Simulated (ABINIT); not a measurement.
Runs of ABINIT 10.8.3 (patched build) on Mo. Symmetry: Im-3m, No. 229, cubic system. Conventional cell: a = 3.168 Å, b = 3.168 Å, c = 3.168 Å, α = 90.00°, β = 90.00°, γ = 90.00°. Around Mo (site symmetry m-3m) lie 8 Mo at 2.74 Å. 

```csv
task,level,potentials or basis,spin,k mesh,cutoff (eV),fine-grid cutoff,mesh quality,gap on the mesh (eV),pressure (GPa)
band structure,PBEsol,JTH PAW PBE v2.0,off,12 × 12 × 12,408,816.342 eV,not flagged,none,-9.0
band structure,PW91,JTH PAW PBE v2.0,off,12 × 12 × 12,408,816.342 eV,not flagged,none,-1.3
band structure,TB-mBJ,JTH PAW LDA v2.0,off,12 × 12 × 12,490,979.61 eV,not flagged,none,-
band structure,PBEsol,PseudoDojo NC SR PBEsol v0.4 stringent,off,12 × 12 × 12,1088,-,not flagged,none,-9.4
single point,LDA,JTH PAW LDA v2.0,off,7 × 7 × 7,408,816.342 eV,coarse,none,(a)
band structure,LDA,JTH PAW LDA v2.0,off,12 × 12 × 12,408,816.342 eV,not flagged,none,(b)
band structure,WC,JTH PAW PBE v2.0,"SOC, no magnetisation",12 × 12 × 12,408,816.342 eV,not flagged,none,-7.4
```

Alike in all rows: cell as given; smearing fermi-dirac 0.05 eV.

Q: Estimate the missing entries.

A: (a) -13.1; (b) -14.0.

Caveats: some runs use coarse meshes; the PAW data sets were made with another functional, which shifts forces and pressure a little (some runs); the constant c of TB-mBJ comes from the pseudo density here, which moves gaps by up to 0.3 eV between sets of potentials (some runs).

A k mesh can miss the band edges, and rows without SOC leave out spin-orbit coupling on Mo.

A gap of «none» marks a metal or a gap under the smearing width.

Runs at the PBE level aren't shown here.
